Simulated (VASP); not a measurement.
# AgCl: convergence, relaxation of the atoms

AgCl, P1 (no. 1), 4 atoms in the cell. PBEsol; PAW potentials Ag, Cl (PBE set). VASP 6.6.1.

Wanted: energy within 2 meV/atom; shortest distances from each atom, periodic images included within 0.005 Å.

What the run is for: geometry; Accuracy asked: standard.

POSCAR:
```
AgCl
1.0
    1.8709097030     -5.5565952358      0.0000000000
    1.8709097030      5.5565952358      0.0000000000
    0.0000000000      0.0000000000      3.9240373500
Ag Cl
2 2
Direct
    0.6174000000      0.4119410000      0.2496580000
    0.3977490000      0.6003130000      0.7503320000
    0.1280250000      0.8681760000      0.7494370000
    0.8692090000      0.1340700000      0.2560710000
```

The series start from Plane-wave cutoff (eV): 340; k-point mesh: 4 × 4 × 4; Ionic threshold (EDIFFG): -0.01; Electronic threshold (eV): 1e-6; Precision mode (PREC): Accurate; Relaxation algorithm: IBRION=2; Electronic steps between moves: NELMIN=4 ALGO=Normal. Each series keeps the choices made before it, and each single choice may use up half of a tolerance.

## Plane-wave cutoff (eV)

| Plane-wave cutoff (eV) | Energy less reference (meV/atom) | Shortest distances from each atom, periodic images included, largest deviation (Å) | SCF iterations | Time (s) |
|---|---|---|---|---|
| 230 | 28.0 | 0.0021 | 52 | 31 |
| 260 | 2.2 | 0.0007 | 51 | 28 |
| 300 | -2.2 | 0.0010 | 51 | 41 |
| 340 | -1.4 | 0.0010 | 51 | 43 |
| 420 | -0.3 | 0.0001 | 52 | 63 |
| 520 (reference) | 0.0 | 0.0000 | 52 | 82 |

Chosen: 420, the loosest value from which every tighter one stays within half of the tolerance.

## k-point mesh

| k-point mesh | Energy less reference (meV/atom) | Shortest distances from each atom, periodic images included, largest deviation (Å) | SCF iterations | Time (s) |
|---|---|---|---|---|
| 2 × 2 × 2 | 137.3 | 0.0517 | 57 | 31 |
| 3 × 3 × 3 | 14.8 | 0.0024 | 52 | 37 |
| 4 × 4 × 4 | 3.3 | 0.0009 | 52 | 63 |
| 5 × 5 × 5 | 0.6 | 0.0001 | 52 | 99 |
| 6 × 6 × 6 (reference) | 0.0 | 0.0000 | 52 | 182 |

Chosen: 5 × 5 × 5.

## Ionic threshold (EDIFFG)

| Ionic threshold (EDIFFG) | Energy less reference (meV/atom) | Shortest distances from each atom, periodic images included, largest deviation (Å) | Time (s) |
|---|---|---|---|
| -0.1 | 0.5 | 0.0392 | 51 |
| -0.05 | 0.5 | 0.0392 | 48 |
| -0.02 | 0.3 | 0.0301 | 87 |
| -0.01 | 0.2 | 0.0280 | 99 |
| -0.005 | 0.2 | 0.0273 | 120 |
| -0.002 (reference) | 0.0 | 0.0000 | 483 |

Chosen: -0.002; the next looser run is off by more than half of the tolerance, so convergence isn't shown beyond this value.

## Electronic threshold (eV)

| Electronic threshold (eV) | Energy less reference (meV/atom) | Shortest distances from each atom, periodic images included, largest deviation (Å) | Time (s) |
|---|---|---|---|
| 0.0001 | 0.2 | 0.0268 | 178 |
| 1e-5 | 0.0 | 0.0011 | 529 |
| 1e-6 | 0.0 | 0.0008 | 483 |
| 1e-7 (reference) | 0.0 | 0.0000 | 680 |

Chosen: 1e-5.

## Precision mode (PREC)

| Precision mode (PREC) | Energy less reference (meV/atom) | Shortest distances from each atom, periodic images included, largest deviation (Å) | Time (s) |
|---|---|---|---|
| Normal | 0.0 | 0.0006 | 387 |
| Accurate (reference) | 0.0 | 0.0000 | 529 |

Chosen: Normal.

## Relaxation algorithm

| Relaxation algorithm | Energy less reference (meV/atom) | Shortest distances from each atom, periodic images included, largest deviation (Å) | Time (s) |
|---|---|---|---|
| IBRION=2 | 0.0 | 0.0000 | 387 |
| IBRION=2 POTIM=0.2 | 0.0 | 0.0019 | 335 |
| IBRION=2 POTIM=0.8 | 0.0 | 0.0005 | 266 |
| IBRION=1 | 0.2 | 0.0255 | 266 |
| IBRION=1 POTIM=0.2 | no result | no result | 754 |
| IBRION=1 POTIM=0.3 NFREE=9 | no result | no result | 785 |
| IBRION=3 POTIM=0.2 SMASS=0.4 | 0.2 | 0.0268 | 218 |
| IBRION=3 POTIM=0.3 | 0.0 | 0.0040 | 342 |

Chosen: IBRION=2 POTIM=0.8, the fastest of those that stay within half of the tolerance.

## Electronic steps between moves

| Electronic steps between moves | Energy less reference (meV/atom) | Shortest distances from each atom, periodic images included, largest deviation (Å) | Time (s) |
|---|---|---|---|
| NELMIN=4 ALGO=Normal | 0.0 | 0.0000 | 266 |
| ALGO=Normal | 0.2 | 0.0254 | 133 |
| NELMIN=4 MAXMIX=40 ALGO=Normal | 0.2 | 0.0242 | 152 |
| NELMIN=4 ALGO=Fast | 0.2 | 0.0276 | 110 |
| NELMIN=4 MAXMIX=40 ALGO=Fast | 0.2 | 0.0270 | 149 |

Chosen: NELMIN=4 ALGO=Normal; no other choice that stays within half of the tolerance saves 30 % of the time.

## All choices together

| Input | Energy less reference (meV/atom) | Shortest distances from each atom, periodic images included, largest deviation (Å) | Time (s) |
|---|---|---|---|
| the program's defaults (naive) | 4.8 | 0.0353 | 6.2 |
| chosen settings | 0.3 | 0.0006 | 266 |
| reference settings throughout | 0.0 | 0.0000 | 1417 |

The chosen settings stay within the tolerance of the reference run, but the reference itself isn't shown to be converged in: Ionic threshold (EDIFFG).

## The input

INCAR:
```
GGA = PS
ISMEAR = 0
SIGMA = 0.03
LWAVE = False
LCHARG = False
ISIF = 2
NSW = 120
PREC = Normal
LASPH = True
LREAL = False
ALGO = Normal
EDIFF = 1E-5
NELM = 120
GGA_COMPAT = False
IBRION = 2
EDIFFG = -0.002
NELMIN = 4
ENCUT = 420
EFERMI = MIDGAP
KPAR = 4
POTIM = 0.8
```

KPOINTS:
```
Automatic mesh
0
Gamma
  5 5 5
  0 0 0
```

Commands:
```
cat potpaw_PBE.64/Ag/POTCAR potpaw_PBE.64/Cl/POTCAR > POTCAR
mpirun -np 4 vasp_std > vasp.out
```

The chosen input took VASP 6.6.1 266 s on 4 cores (Intel Xeon Platinum 8259CL @ 2.50GHz (Skylake/Cascade Lake)), a shared host.

## An input that fails: too few bands

VASP's message: The number of bands is not sufficient to hold all electrons. I am sorry, but this calculation does not make sense. If you want to calculate only selected states, you need to set either EFERMI or EREF. EREF specifies around which energy states are supposed to be calculated. I found NBANDS = 17, NELECT = ….

Changes against the starting input:
```
- NSW = 120
- NELM = 120
+ NSW = 30
+ NELM = 61
+ NBANDS = 17
```
